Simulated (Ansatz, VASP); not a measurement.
## GaP in VASP and in Ansatz

```
CELL_PARAMETERS angstrom
0.00000 2.55854 2.55854
2.55854 0.00000 2.55854
2.55854 2.55854 0.00000
ATOMIC_POSITIONS crystal
Ga 0.00000 0.00000 0.00000
P 0.50000 0.50000 0.50000
```

The cell was built by a generator and needn't be a form met in nature.

Alike in both runs: task single point; functional r2SCAN; k mesh 6 × 6 × 6; occupations fermi-dirac, width 0.02 eV; no spin polarisation.

```csv
,VASP,Ansatz
version,VASP 6.6.1,Ansatz 0.2.0
potentials or method,"VASP PAW PBE potentials, release 64 (Ga_d, P)","plane waves, PAW"
plane-wave cutoff (eV),520,500
valence electrons in the cell,18,18
```

|  | VASP | Ansatz | Ansatz less VASP |
| --- | --- | --- | --- |
| pressure (GPa) | 0.0 | 0.2 | +0.12 |

The functional is the same, so the differences come from potentials, cutoffs and numerics.

Caveats: the PAW data sets were made with another functional, which shifts forces and pressure a little (VASP).
